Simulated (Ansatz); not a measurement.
Rows from a G0W0 calculation on MoS2 (2H monolayer) (Ansatz 0.2.0; G0W0 on PBE, plane waves, PAW; 9×9×1 mesh, 337 empty bands, screening to 70 eV), in eV. Spin-orbit coupling is left out.

```tsv
row	k	band	start	Σx	Σc at the solution	Vxc
A	(0.333, 0.333, 0.000)	c2	-2.885	-12.650	-4.319	-17.778
B	(0.333, 0.333, 0.000)	v2	-8.119	-19.922	2.804	-16.873
C	(0.333, 0.333, 0.000)	v1	-5.920	-19.258	0.463	-18.863
D	(0.333, 0.333, 0.000)	c1	-4.143	-16.206	-3.549	-20.581
```

Work out each quasiparticle level and how far it moved.

The quasiparticle equation reads E = start + Σx + Σc(E) − Vxc.

```tsv
row	E (eV)	shift (eV)
A	-2.076	+0.808
B	-8.364	−0.245
C	-5.852	+0.068
D	-3.318	+0.825
```

The gap over the computed points goes from 1.78 eV to 2.53 eV.

Limits: not at the basis limit; coarse mesh for a sheet; no spin-orbit coupling.

[Paths, hosts, dates, memory and timing lines, banners, echoed tables and standing remarks are left out of the program output.]

[Logs are printed without paths, hosts, clocks, repeated set-up lines and the standing remarks that a program may print on its own settings, such as how far it seeks lower states.]

[Runs of the session that timed out or met a known fault of the program may be left out.]

[Cells called generated may have been cut or substituted from an entry of the Crystallography Open Database or the Materials Project.]

[Hosts, paths, dates, database ids (printed as entryN), source tags and the programs' standing remarks are cut or masked in the printed files.]
